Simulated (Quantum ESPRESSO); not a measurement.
# SiC (Moissanite 3C) (F-43m) in Quantum ESPRESSO: reference runs, part 2 of 2

Quantum ESPRESSO 7.5. Earlier steps stand in the parts before.

### Step 3. Single point, PBE (atoms moved at random, drawn with an rms of 0.05 Å)

pw.in reads:

```
&CONTROL
  calculation = 'scf'
  prefix = 'pwscf'
  outdir = './tmp'
  pseudo_dir = './pseudo'
  tprnfor = .true.
  tstress = .true.
  disk_io = 'nowf'
/
&SYSTEM
  ibrav = 0
  nat = 2
  ntyp = 2
  ecutwfc = 55
  ecutrho = 440
  nbnd = 9
  occupations = 'smearing'
  smearing = 'fd'
  degauss = 0.00367493
/
&ELECTRONS
  conv_thr = 4d-10
  electron_maxstep = 120
  mixing_beta = 0.5
/
ATOMIC_SPECIES
Si    28.0850 Si.pbe-n-rrkjus_psl.1.0.0.UPF
C     12.0110 C.pbe-n-kjpaw_psl.1.0.0.UPF
CELL_PARAMETERS angstrom
   0.0000000000    2.1790000000    2.1790000000
   2.1790000000    0.0000000000    2.1790000000
   2.1790000000    2.1790000000    0.0000000000
ATOMIC_POSITIONS crystal
Si     0.0229970000   -0.0244710000   -0.0028050000
C      0.7830530000    0.7450000000    0.7419040000
K_POINTS automatic
10 10 10 0 0 0
```

Potentials or basis: SSSP 1.3 efficiency PBE.

Command:

```bash
> OMP_NUM_THREADS=1 pw.x -in pw.in > pw.out
```

pw.out:

```text
This program is part of the open-source Quantum ESPRESSO suite
     for quantum simulation of materials; please cite
         "P. Giannozzi et al., J. Phys.:Condens. Matter 21 395502 (2009);
         "P. Giannozzi et al., J. Phys.:Condens. Matter 29 465901 (2017);
         "P. Giannozzi et al., J. Chem. Phys. 152 154105 (2020);
     in publications or presentations arising from this work. More details at

     file C.pbe-n-kjpaw_psl.1.0.0.UPF: wavefunction(s)  2S 2P renormalized

     Subspace diagonalization in iterative solution of the eigenvalue problem:
     a serial algorithm will be used

     G-vector sticks info
     --------------------
     sticks:   dense  smooth     PW     G-vecs:    dense   smooth      PW
     Sum        1039     511    163                21883     7727    1411

     Using Slab Decomposition

     bravais-lattice index     =            0
     lattice parameter (alat)  =       5.8233  a.u.
     unit-cell volume          =     139.6363 (a.u.)^3
     number of atoms/cell      =            2
     number of atomic types    =            2
     number of electrons       =         8.00
     number of Kohn-Sham states=            9
     kinetic-energy cutoff     =      55.0000  Ry
     charge density cutoff     =     440.0000  Ry
     scf convergence threshold =      4.0E-10
     mixing beta               =       0.5000
     number of iterations used =            8  plain     mixing
     Exchange-correlation= SLA  PW   PBX  PBC
                           (   1   4   3   4   0   0   0)
[... 58 lines left out ...]

     Initial potential from superposition of free atoms

     starting charge       7.9994, renormalised to       8.0000
     Starting wfcs are    8 randomized atomic wfcs +    1 random wfcs
     Checking if some PAW data can be deallocated...

     Self-consistent Calculation

     iteration #  1     ecut=    55.00 Ry     beta= 0.50
     Davidson diagonalization with overlap
     ethr =  1.00E-02,  avg # of iterations =  5.5

     total energy              =     -29.77811270 Ry
     estimated scf accuracy    <       0.44467805 Ry
[... 19 lines left out ...]
     total energy              =     -29.88913302 Ry
     estimated scf accuracy    <       0.00033048 Ry

     iteration #  5     ecut=    55.00 Ry     beta= 0.50
     Davidson diagonalization with overlap
     c_bands:  1 eigenvalues not converged
     ethr =  4.13E-06,  avg # of iterations =  4.0

     total energy              =     -29.88918802 Ry
     estimated scf accuracy    <       0.00000453 Ry

     iteration #  6     ecut=    55.00 Ry     beta= 0.50
     Davidson diagonalization with overlap
     ethr =  5.67E-08,  avg # of iterations =  2.1
[... 18 lines left out ...]
     iteration #  9     ecut=    55.00 Ry     beta= 0.50
     Davidson diagonalization with overlap
     ethr =  1.38E-11,  avg # of iterations =  2.4

     End of self-consistent calculation

     Number of k-points >= 100: set verbosity='high' to print the bands.

     the Fermi energy is    10.2792 ev

!    total energy              =     -29.88918972 Ry
     estimated scf accuracy    <          8.4E-11 Ry
     smearing contrib. (-TS)   =      -0.00000001 Ry
     internal energy E=F+TS    =     -29.88918971 Ry

     The total energy is F=E-TS. E is the sum of the following terms:
     one-electron contribution =       5.83612840 Ry
     hartree contribution      =       2.33671515 Ry
     xc contribution           =     -10.97466062 Ry
     ewald contribution        =     -20.92201267 Ry
     one-center paw contrib.   =      -6.16535997 Ry

     convergence has been achieved in   9 iterations

     Forces acting on atoms (cartesian axes, Ry/au):

     atom    1 type  1   force =     0.02524993    0.01329221    0.04905385
     atom    2 type  2   force =    -0.02524993   -0.01329221   -0.04905385

     Total force =     0.080256     Total SCF correction =     0.000000

     Computing stress (Cartesian axis) and pressure

          total   stress  (Ry/bohr**3)                   (kbar)     P=       41.00
   0.00028848   0.00029569   0.00008777           42.44       43.50       12.91
   0.00029569   0.00029943   0.00015380           43.50       44.05       22.62
   0.00008777   0.00015380   0.00024824           12.91       22.62       36.52

=------------------------------------------------------------------------------=
   JOB DONE.
=------------------------------------------------------------------------------=
```

It took 59 s on 1 thread of Intel Xeon Platinum 8488C (Sapphire Rapids), shared host; peak memory 0.2 GiB.

What came out:

```
Free energy            : -406.6631 eV
Pressure               : 4.1 GPa
Largest force          : 1.459 eV/Å
Band gap on the k mesh : 1.03 eV, indirect (least direct gap 4.38 eV)
```

Forces on the atoms (eV/Å):
```
Si   0.649  0.342  1.261
C   -0.649 -0.342 -1.261
```

### Step 4. Comparison with measurements

Step 2. Against the measured gap of SiC, 2.4 eV (indirect; quoted in “Insight into the structural, elastic and electronic properties of a new orthorhombic 6O-SiC polytype”, 2020, pmc:7200658), the calculated 1.36 eV is off by -1.04 eV. The value is that of PBE on a finite k mesh, which can miss the band edges, without temperature or zero-point motion. Semilocal functionals fall short of measured gaps as a rule.
